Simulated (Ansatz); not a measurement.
**AgI: stiffness from a series of strains**

```yaml
crystal:
  lattice:
    - [4.58000, 0.00000, 0.00000]
    - [-2.29000, 3.96640, 0.00000]
    - [0.00000, 0.00000, 7.51000]
  atoms:
    - { symbol: Ag, position: [0.33333, 0.66667, 0.00000] }
    - { symbol: Ag, position: [0.66667, 0.33333, 0.50000] }
    - { symbol: I, position: [0.33333, 0.66667, 0.37500] }
    - { symbol: I, position: [0.66667, 0.33333, 0.87500] }
```

Atoms are numbered in the order listed.

The conventional cell has a = 4.580 Å, b = 4.580 Å, c = 7.510 Å, α = 90.00°, β = 90.00°, γ = 120.00°. Ag (atom 1) is surrounded by 4 I at 2.81 to 2.82 Å. Around I (atom 3) lie 4 Ag at 2.81 to 2.82 Å.

The cell is COD entry 1011050, as deposited and not checked against the literature; nothing was relaxed. It is an old determination, and later ones may differ.

Spin–orbit coupling is left out, though it moves levels of the heavy atoms by tenths of an eV or more.

These are results of Ansatz 0.2.0, DFT, LDA, all-electron LAPW, scalar-relativistic, not measurements.

Sampling and basis: a Γ-centred 8×8×4 k mesh, Fermi–Dirac smearing of 0.02 eV, basis error target 1 meV/atom, no spin polarisation.

The strain is applied along the Cartesian axes of the cell as listed (the other components stay zero). Fractional coordinates are held (clamped ions).

σ is the change of stress from the unstrained cell, which is at -2.24 GPa; tension is positive, so slopes are stress–strain coefficients at that pressure.

Only quantities that a quadratic follows smoothly over the whole series are listed; rougher ones are left out.

```csv
εzz,σzz (GPa),σxx (GPa)
-0.0200,-1.40,-0.27
0.0000,0.00,0.00
0.0100,0.57,0.12
0.0200,1.07,0.23
```

Task: Fit the series and read off the stiffness at zero strain.

Result: Least-squares fits y = p0 + p1 x + p2 x² to the rows give σzz (GPa): p1 = 61.7, p2 = -410; σxx (GPa): p1 = 12.5, p2 = -50. So C33 = 62 GPa and C13 = 12 GPa, for these axes.

Task: One run, at εzz = -0.0100, is withheld. Predict its row.

Result: The fits give -0.66, -0.13; the run gave -0.65, -0.13.
